A block of rhodium is described by one atom, repeated periodically in a slightly strained close-packed cell. The electrons are treated with density-functional theory, and their orbitals are built from plane waves. The sweep value is the cutoff $E_c$ in eV: only waves whose kinetic energy lies below it are admitted. Everything else, the cell included, is the same in all rows.

DFTK 0.8.2, plane-wave DFT with PBEsol and SG15 PBE 1.2 pseudopotentials (17 valence electrons), for a strained one-atom cell of rhodium. All runs use collinear spins with a starting moment of 0.6 μB, a 5×5×5 k mesh and Fermi-Dirac smearing of 0.05 eV. The sweep value is the plane-wave cutoff in eV, and the energies compared are free energies.

```tsv
sweep value	energy less tightest (meV/atom)	pressure (GPa)	largest force (eV/Å)	cell moment (μB)	scf iterations
326.537	1643.0	-142.75	0.001	0.52130	9
435.382	41.1	-1.57	0.000	0.51160	10
517.016	30.3	-0.42	0.000	0.51170	10
653.073	17.1	0.18	0.000	0.51180	10
816.342	8.7	-0.35	0.000	0.51180	10
952.399	1.1	0.01	0.000	0.51180	10
1142.88	0.1	0.17	0.000	0.51180	10
1387.78	0.0	0.17	0.000	0.51180	10
```

The energy less tightest, $\Delta E$, is the energy error relative to the highest cutoff. A positive pressure means that the cell would like to expand, a negative one that it would like to shrink.

### (a) A metal under enormous tension?

In the first row the pressure is about $-143$ GPa. Is this a property of the strained metal? Which columns give a warning, and where does the value come from?

**Solution.** The strain is not responsible, because the same strained cell has a pressure of only 0.17 GPa at the highest cutoff. What changes between these rows is the set of waves. The energy gives the same warning: it lies 1643 meV above its final value, and the first step in cutoff removes 97.5 % of that error.

The other columns look healthy. The self-consistency cycle ends after 9 iterations in the first row and after 10 in the others. It stops when density and potential agree with each other within the waves on offer, and a poor set can reach that agreement as well as a good one. The largest force is practically zero for a different reason: with one atom per cell every atom sits at a centre of symmetry, so the forces on it balance at any cutoff.

The reason for the bad energy is one of length scales. A free electron of 327 eV has a wavelength of about 0.7 Å, and the first row has nothing shorter with which to draw the orbitals. The 4d shell of rhodium is compact, and the calculation also treats the 4s and 4p electrons beneath it explicitly. Such orbitals vary over short distances, so they need short waves. An element with smoother valence orbitals would normally manage with a lower cutoff.

The bad pressure needs one more step. Pressure is the response of the energy to a change of volume $V$, and the usual stress formula finds it by stretching the cell together with the waves already in it. Stretching lengthens each wave and lowers its kinetic energy in proportion to $V^{-2/3}$. The expanded cell is therefore described with a lower effective cutoff than the original one.

Two limits show what follows. With a nearly complete set, a slightly lower cutoff costs no energy, and the pressure is free of this error. With a very poor set, the loss of even a little cutoff costs a great deal. Expansion then seems to be expensive, and the calculation reports a strong wish to shrink that belongs to the waves and not to the metal.

To put this into a formula, let the energy depend on both volume and cutoff. For a fixed set of waves, $dE_c/dV=-\tfrac{2}{3}E_c/V$, and the chain rule gives

$$
P_\text{set}=-\left(\frac{\partial E}{\partial V}\right)_{E_c}+\frac{2}{3V}\,\frac{\partial E}{\partial \ln E_c}.
$$

The second term is known as the Pulay stress. It is negative as long as the energy still falls with rising cutoff. The first term should be close to the true pressure, because the energy error at a fixed cutoff comes mainly from the inner parts of the orbitals, which hardly notice a small change of volume.

The size can be checked in the first interval, from 327 to 435 eV. The fall in energy there corresponds to an average Pulay stress of $-43.5$ GPa. The pressure errors at the two ends are $-142.9$ and $-1.74$ GPa, and their average depends on how the error falls in between: about $-72$ GPa for a straight line in $\ln E_c$, about $-32$ GPa for an exponential. The value from the energies lies between the two, so the loss of basis quality accounts for a tension of this magnitude.

### (b) Two neighbouring cutoffs

Compare the rows at 653 and 816 eV. Which has the better energy, and which the better pressure? Can the formula of part (a) make sense of the answer?

**Solution.** The energy error halves, from 17.1 to 8.7 meV per atom. The pressure does the opposite. At 653 eV it is within 0.01 GPa of its final value, while at 816 eV it is 0.52 GPa too low. A remaining energy error is thus no measure of the pressure error.

The formula explains why the two can part company. The energy error is the height of the curve above its final level, whereas the pressure error is set by its slope. Imagine a cutoff at which the curve is flat for a short stretch, though still well above its end. The energy there is wrong and the pressure is right. If the curve then drops again, the pressure becomes wrong just while the energy improves.

The step from 816 to 952 eV serves as an example. The energy falls by $8.7-1.1=7.6$ meV, while $\ln E_c$ grows by $\ln(952.4/816.3)=0.154$. With $V=13.67$ Å$^3$ and 1 eV/Å$^3$ = 160.2 GPa, the average Pulay stress over the step is

$$
\frac{2}{3\times 13.67}\times\frac{-0.0076}{0.154}\times 160.2\ \text{GPa}\approx-0.39\ \text{GPa}.
$$

The computed pressure errors at the two ends are $-0.52$ and $-0.16$ GPa, with a mean of $-0.34$ GPa. The energies alone thus predict both the sign and the approximate size of the pressure error. No constant was adjusted to the pressures.

Not every step agrees so well. Between 435 and 517 eV the energies give $-0.49$ GPa, but the mean of the two pressure errors is $-1.17$ GPa. The errors at the two ends are $-1.74$ and $-0.59$ GPa, so the value from the energies is weaker than both. A slope that eases steadily from one end to the other cannot give that. The energy curve may flatten somewhere in between, or the stress at a single cutoff may depart from the smooth slope because waves enter the set in discrete groups. It is also possible that the first term of the formula is not quite the true pressure.

A fairer test uses many steps together. If the pressure error is the slope of the energy curve, then adding up the pressure errors along the sweep must give back its height:

$$
\Delta E(E_c)=-\frac{3V}{2}\int_{E_c}^{\text{highest}}\Delta P\;d\ln E_c .
$$

Here $\Delta P$ is the pressure error relative to the highest cutoff, joined by straight lines between the rows. From 435 eV onward, the pressures give an energy error of 50 meV, against 41 meV in the table. From 653 eV the result is 16 against 17 meV. For the four rows from 435 to 816 eV the deviation is at most 22 %, although these sums share their later steps and are not four separate tests. Some of the agreement is also cancellation: the step from 435 to 517 eV contributes too much, and the steps after it together contribute too little.

The sum fails where the curve bends too strongly for straight lines. Started from the first row, it gives 2713 meV instead of 1643, because the pressure error in the first interval must fall off faster than a straight line assumes. At 952 eV it gives 1.9 instead of 1.1 meV, a large relative error but a small absolute one. The relation between slope and height holds up well enough to identify the cause, but it is no substitute for a finer sweep.

The near-perfect pressure at 653 eV remains the least certain point. By the formula, the energy curve should be almost flat there, yet the average slopes on both sides are clearly negative. A short flat stretch may be hidden between the rows, or the abrupt entry of individual waves may disturb the stress at that cutoff. A few extra cutoffs around 653 eV would show whether the flat stretch exists.

### (c) What may be trusted, and for what purpose?

Choose a cutoff for an energy good to 10 meV per atom, for one good to 1 meV per atom, and for a pressure good to 0.1 GPa. Then consider the cell moment: does its steadiness along the sweep make it trustworthy?

**Solution.** Measured against the highest cutoff, 816 eV is enough for the 10 meV bound. The 1 meV bound is narrowly missed at 952 eV and met at 1143 eV. The pressure also needs 1143 eV, since at 952 eV it is still 0.16 GPa too low. The row at 653 eV would pass the pressure test by itself, but its agreement is lost at the next cutoff.

A pressure should therefore be accepted only when it stays put over successive cutoffs and the energy has become flat as well. Both conditions are met between 1143 and 1388 eV, where the pressure is unchanged to 0.01 GPa and the energy moves by 0.1 meV. This settles the cutoff only. The coarse k mesh, and potentials made for the PBE functional but used here with PBEsol, can still shift the absolute pressure. The error matters most when the cell is relaxed by following the computed stress. At 816 eV the false tension would make the relaxed volume slightly too small, and in the first row it would drive the cell towards severe compression.

There is also a way round the problem. One can compute the energy at several volumes with the same cutoff in eV, letting the number of waves grow with the cell, and take the pressure from the slope of a smooth curve through the results. An energy error that is nearly the same at every volume then drops out. This follows from the first term of the formula; the sweep, with its single volume, does not test it.

The moment is a different matter. From 435 eV upward it varies by only 0.0002 Bohr magnetons around 0.512, and even the poor first row is only about 0.01 higher. By the standard of the sweep it is very well converged. Yet bulk rhodium is known to be nonmagnetic.

There is no contradiction. A cutoff sweep asks whether more waves would change the solution that has been found, and here the answer is no. It does not ask whether that solution is the right one. The runs started from a moment of 0.6 Bohr magnetons, and in a metal the balance between a magnetic and a nonmagnetic state depends on the electronic levels close to the Fermi energy. The k mesh decides how finely these are sampled, and the smearing how sharply their occupation changes at the Fermi energy. Both stayed fixed.

The open question is therefore whether the moment survives a denser mesh, and whether a run started without a moment would end lower in energy. Until both are tried, 0.512 Bohr magnetons is a well-converged number for a state that may not be the ground state.
